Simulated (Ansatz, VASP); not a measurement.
# W: VASP beside Ansatz

```xyz
1
Lattice="-1.5983 1.5983 1.5983 1.5983 -1.5983 1.5983 1.5983 1.5983 -1.5983" Properties=species:S:1:pos:R:3 pbc="T T T"
W     0.0000    0.0000    0.0000
```

Alike in both runs: functional RPBE; k mesh 18 × 18 × 18; occupations gaussian, width 0.1 eV; no spin polarisation.

Ansatz relaxed the structure, and its values are those at the end. VASP's run is a single point on that final structure, the one shown.

|  | VASP | Ansatz |
| --- | --- | --- |
| version | VASP 6.6.1 | Ansatz 0.2.0 |
| potentials or method | VASP PAW PBE potentials, release 64 (W_sv) | scalar-relativistic, plane waves, PAW |
| plane-wave cutoff (eV) | 520 | 420 |
| valence electrons in the cell | 14 | 14 |

VASP gave:

```
gap on the k mesh at the Fermi level (eV) : none
pressure (GPa)                            : 0.4
```

Task: What did Ansatz give for the same quantities?

Result: gap on the k mesh at the Fermi level (eV): none; pressure (GPa): 0.0.

A gap of «none» marks a metal or a gap that the smearing closes.

Caveats: the PAW data sets were made with another functional, which shifts forces and pressure a little (VASP). The runs have no spin-orbit coupling, so splittings on W are missing.
